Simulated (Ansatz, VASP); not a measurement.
One calculation of HfN, two programs

The input INCAR:

```
ALGO = Normal
EDIFF = 1E-6
ENCUT = 520
GGA = PS
ISIF = 2
ISMEAR = -1
LASPH = T
LCHARG = F
LREAL = F
LWAVE = F
NBANDS = 14
NELM = 80
PREC = Accurate
SIGMA = 0.05
```

The input KPOINTS:

```
k-points
0
Gamma
  9 9 9
```

The input POSCAR:

```
HfN
1.0
    0.0000000000      2.4216446627      2.4216446627
    2.4216446627      0.0000000000      2.4216446627
    2.4216446627      2.4216446627      0.0000000000
Hf N
1 1
Direct
    0.0000000000      0.0000000000      0.0000000000
    0.2500000000      0.2500000000      0.2500000000
```

File input.yaml:

```yaml
crystal:
  lattice:
    - [0.0, 2.4216446627, 2.4216446627]
    - [2.4216446627, 0.0, 2.4216446627]
    - [2.4216446627, 2.4216446627, 0.0]
  atoms:
    - { symbol: Hf, position: [0.0, 0.0, 0.0] }
    - { symbol: "N", position: [0.25, 0.25, 0.25] }
kpoints:
  mp_grid: { grid: [9, 9, 9] }
scf:
  occupations: { method: fermi_dirac, width: 0.05 }
hamiltonian:
  xc: pbesol
  pseudopotentials: { kind: all_electron, lapw: { basis_error: 0.0005 } }
output:
  forces: true
  stress: true
  eigenvalues: true
```

Change from the starting cell: volume scaled by 0.96.

Alike in both runs: task single point; functional PBEsol; k mesh 9 × 9 × 9; occupations fermi-dirac, width 0.05 eV; no spin polarisation.

```csv
,VASP,Ansatz
version,VASP 6.6.1,Ansatz 0.2.0
potentials or method,"VASP PAW PBE potentials, release 64 (Hf_pv, N)","all-electron LAPW, scalar-relativistic"
plane-wave cutoff (eV),520,see its input
```

```tsv
	VASP	Ansatz	Ansatz less VASP
gap on the k mesh at the Fermi level (eV)	none	none	-
pressure (GPa)	2.2	3.0	+0.79
```

A gap of «none» marks a metal or a gap that the smearing closes. Ansatz ran all-electron here, so the differences hold the error of VASP's frozen core and of both bases.

Caveats: the PAW data sets were made with another functional, which shifts forces and pressure a little (VASP). The runs have no spin-orbit coupling, so splittings on Hf are missing.
